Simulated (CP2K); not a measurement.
InPd under changes of volume

One of the cells (17.513 Å³/atom); the others are scaled copies at fixed shape and fractional positions:

```xyz
2
Lattice="3.2719 0.0000 0.0000 0.0000 3.2719 0.0000 0.0000 0.0000 3.2719" Properties=species:S:1:pos:R:3 pbc="T T T"
In    0.0000    0.0000    0.0000
Pd    1.6359    1.6359    1.6359
```

The cell comes from a database or a generator and needn't be the stable form of this composition.

| Property | Result |
| --- | --- |
| Program | CP2K 2026.2 |
| Functional | PBEsol |
| Potentials or basis | POTENTIAL_UZH In GTH-PBE-q13, Pd GTH-PBE-q18; TZVP-MOLOPT-PBE-GTH basis |
| Density cutoff | 6803 eV |
| k mesh | 8 × 8 × 8 |
| Occupations | fermi-dirac, width 0.05 eV |
| Spin | no spin polarisation |

```csv
volume (Å³/atom),energy over the lowest point (meV/atom),pressure (GPa)
16.462,20.71,8.3
16.813,?,?
17.163,0.14,1.5
17.513,0.00,-1.3
17.863,5.57,-3.7
18.214,16.21,-5.9
18.564,31.27,-7.7
```

**Question.** What does the run at 16.813 Å³/atom give?

**Answer.** Energy over the lowest point 6.73 meV/atom; pressure 4.7 GPa.

Worked out: A Birch-Murnaghan fit of order 3 (a polynomial in V^(-2/3)) to the other rows has its minimum at 17.34 Å³/atom with B0 = V·E''(V) = 137 GPa and B' = 5.2. It gives 6.74 meV/atom at 16.813 Å³/atom, against the run's 6.73, and -dE/dV = 4.6 GPa, against 4.7.

Energies are extrapolated to zero smearing.

Caveats: the potentials were made for another functional, which shifts forces and pressure; the basis of atomic orbitals isn't converged, which shifts pressures, moduli and gaps.
